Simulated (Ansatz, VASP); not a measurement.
# Two plane-wave programs on Al

```xyz
1
Lattice="-1.6191 1.6191 1.5912 1.6191 -1.6191 1.5912 1.6191 1.6191 -1.5912" Properties=species:S:1:pos:R:3 pbc="T T T"
Al    0.0000    0.0000    0.0000
```

Change from the starting cell: strain +0.0175 x Voigt [1, 1, 0, 0, 0, 0], atoms carried along.

Alike in both runs: task single point; functional LDA; k mesh 20 × 20 × 20; occupations methfessel-paxton of order 1, width 0.2 eV; no spin polarisation.

```csv
,VASP,Ansatz
version,VASP 6.6.1,Ansatz 0.2.0
potentials or method,"VASP PAW LDA potentials, release 64 (Al)","scalar-relativistic, plane waves, PAW"
plane-wave cutoff (eV),520,420
valence electrons in the cell,3,3
```

Ansatz gave:

```
gap on the k mesh at the Fermi level (eV)       : none
pressure (GPa)                                  : -2.0
largest component of the traceless stress (GPa) : 0.37
```

Q: Estimate VASP's values.

A: gap on the k mesh at the Fermi level (eV): none; pressure (GPa): -2.0; largest component of the traceless stress (GPa): 0.38.

A gap of «none» marks a metal or a gap that the smearing closes.
